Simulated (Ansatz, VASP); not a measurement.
This is a calculation of SnSe for Ansatz 0.2.0.

The input input.yaml:

```yaml
crystal:
  lattice:
    - [0.0, 3.34501222, 3.34501222]
    - [3.34501222, 0.0, 3.34501222]
    - [3.34501222, 3.34501222, 0.0]
  atoms:
    - { symbol: Sn, position: [0.0, 0.0, 0.0] }
    - { symbol: Se, position: [0.75, 0.75, 0.75] }
hamiltonian:
  xc: pbe
  pseudopotentials: { kind: paw }
kpoints:
  mp_grid: { grid: [7, 7, 7] }
scf:
  occupations: { method: fermi_dirac, width: 0.05 }
output:
  forces: true
  stress: true
  eigenvalues: true
```

Potentials or basis: Ansatz PAW.

Launch:

```bash
$ ansatz run input.yaml --threads 1 --pin off --max-ram 3584MiB --backend cpu --events-out ev --progress --plain --runs-dir out
```

Question: Translate it to VASP 6.6.1. Potentials there: VASP PAW PBE potentials, release 64 (Sn_d, Se).

Answer: As run (the cutoff follows the program's own potentials):

INCAR

```
PREC = Accurate ; ENCUT = 520
EDIFF = 1E-6 ; ISMEAR = -1
SIGMA = 0.05 ; LREAL = False
LASPH = True ; NELM = 100
ALGO = Normal ; ISIF = 2
LWAVE = False ; LCHARG = True
GGA = PE ; LELF = True
LVHAR = True ; NBANDS = 17
```

KPOINTS

```
Automatic mesh
0
Gamma
  7 7 7
```

POSCAR

```
SnSe
1.0
    0.0000000000      3.3450122200      3.3450122200
    3.3450122200      0.0000000000      3.3450122200
    3.3450122200      3.3450122200      0.0000000000
Sn Se
1 1
Direct
    0.0000000000      0.0000000000      0.0000000000
    0.7500000000      0.7500000000      0.7500000000
```

Potentials or basis: VASP PAW PBE potentials, release 64 (Sn_d, Se).

Command:

```sh
$ cat potpaw_PBE.64/Sn_d/POTCAR potpaw_PBE.64/Se/POTCAR > POTCAR
$ mpirun -np 1 vasp_std > vasp.out
```

Both were run:

|  | VASP | Ansatz | Ansatz less VASP |
| --- | --- | --- | --- |
| gap on the k mesh at the Fermi level (eV) | 0.19 | 0.19 | +0.001 |
| least direct gap on the mesh (eV) | 0.66 | 0.66 | +0.001 |
| pressure (GPa) | 1.3 | 1.3 | 0.00 |

With one functional, cell and mesh, what is left measures potentials, basis and numerics. The two sets of potentials don't hold the same shells in valence.

Caveats: spin-orbit coupling is left out, which moves the levels of the heavy elements; an odd mesh through Γ misses points on the zone boundary, where band edges often lie (VASP); odd divisions of the mesh miss points on the zone boundary, where band edges often lie, so the gap on the mesh can be too wide (Ansatz).
